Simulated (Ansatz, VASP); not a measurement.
## One calculation of BaTiO3, two programs

```
CELL_PARAMETERS angstrom
3.91815 0.00000 0.00000
0.00000 3.91815 0.00000
0.00000 0.00000 3.93598
ATOMIC_POSITIONS crystal
Ba 0.00000 0.00000 0.00000
Ti 0.50000 0.50000 0.49000
O 0.00000 0.50000 0.51700
O 0.50000 0.00000 0.51700
O 0.50000 0.50000 0.01900
```

Change from the starting cell: volume scaled by 0.94.

Alike in both runs: task single point; functional PBEsol; k mesh 7 × 7 × 7; occupations fermi-dirac, width 0.05 eV; no spin polarisation.

|  | VASP | Ansatz |
| --- | --- | --- |
| version | VASP 6.6.1 | Ansatz 0.2.0 |
| potentials or method | VASP PAW PBE potentials, release 64 (Ba_sv, Ti_sv, O) | Ansatz PAW |
| plane-wave cutoff (eV) | 520 | 420 |
| valence electrons in the cell | 40 | 40 |

|  | VASP | Ansatz | Ansatz less VASP |
| --- | --- | --- | --- |
| gap on the k mesh at the Fermi level (eV) | 1.95 | 2.02 | +0.077 |
| least direct gap on the mesh (eV) | 2.08 | 2.11 | +0.029 |
| pressure (GPa) | 9.9 | 7.6 | -2.28 |
| largest component of the traceless stress (GPa) | 0.82 | 0.77 | -0.052 |
| rms of the force components (eV/Å) | 0.069 | 0.052 | -0.0173 |

Atom by atom the forces differ by 0.018 eV/Å (rms over components).

Caveats: spin-orbit coupling is left out, which moves the levels of the heavy elements; the PAW data sets were made with another functional, which shifts forces and pressure a little (VASP); an odd mesh through Γ misses points on the zone boundary, where band edges often lie (VASP); odd divisions of the mesh miss points on the zone boundary, where band edges often lie, so the gap on the mesh can be too wide (Ansatz); the pressure holds a Pulay correction of +0.6 GPa for the finite cutoff (Ansatz); the PAW data sets come from PBE, with cores solved anew for the run's functional, which leaves a small shift of forces and pressure (Ansatz).
